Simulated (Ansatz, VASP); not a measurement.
## WC (Qusongite): VASP beside Ansatz

Contents of INCAR:

```
ALGO = Normal
EDIFF = 1E-6
ENCUT = 520
GGA = PS
ISIF = 2
ISMEAR = 0
LASPH = T
LCHARG = F
LREAL = F
LWAVE = F
NBANDS = 16
NELM = 80
PREC = Accurate
SIGMA = 0.1
```

File KPOINTS:

```
k-points
0
Gamma
  9 9 6
```

File POSCAR:

```
WC
1.0
    2.9065000000      0.0000000000      0.0000000000
   -1.4532500000      2.5171028361      0.0000000000
    0.0000000000      0.0000000000      2.8366000000
W C
1 1
Direct
    0.0000000000      0.0000000000      0.0000000000
    0.6666666667      0.3333333333      0.5000000000
```

Input for Ansatz:

```yaml
crystal:
  lattice:
    - [2.9065, 0.0, 0.0]
    - [-1.45325, 2.5171028361, 0.0]
    - [0.0, 0.0, 2.8366]
  atoms:
    - { symbol: W, position: [0.0, 0.0, 0.0] }
    - { symbol: C, position: [0.6666666667, 0.3333333333, 0.5] }
basis:
  ecutwfc: 420
kpoints:
  mp_grid: { grid: [9, 9, 6] }
hamiltonian:
  xc: pbesol
scf:
  occupations: { method: gaussian, width: 0.1 }
output:
  forces: true
  stress: true
  eigenvalues: true
```

Alike in both runs: task single point; functional PBEsol; k mesh 9 × 9 × 6; occupations gaussian, width 0.1 eV; no spin polarisation.

```csv
,VASP,Ansatz
version,VASP 6.6.1,Ansatz 0.2.0
potentials or method,"VASP PAW PBE potentials, release 64 (W_sv, C)","scalar-relativistic, plane waves, PAW"
plane-wave cutoff (eV),520,420
valence electrons in the cell,18,18
```

VASP gave:

```
gap on the k mesh at the Fermi level (eV)       : none
pressure (GPa)                                  : -2.1
largest component of the traceless stress (GPa) : 1.35
```

Task: Estimate Ansatz's values.

Result: gap on the k mesh at the Fermi level (eV): none; pressure (GPa): -3.3; largest component of the traceless stress (GPa): 1.60.

A gap of «none» marks a metal or a gap that the smearing closes.

Caveats: the k mesh is coarse (spacing up to 0.37 Å⁻¹), so the values aren't converged; the PAW data sets were made with another functional, which shifts forces and pressure a little (VASP). Spin-orbit coupling is left out, which matters for the levels of W.
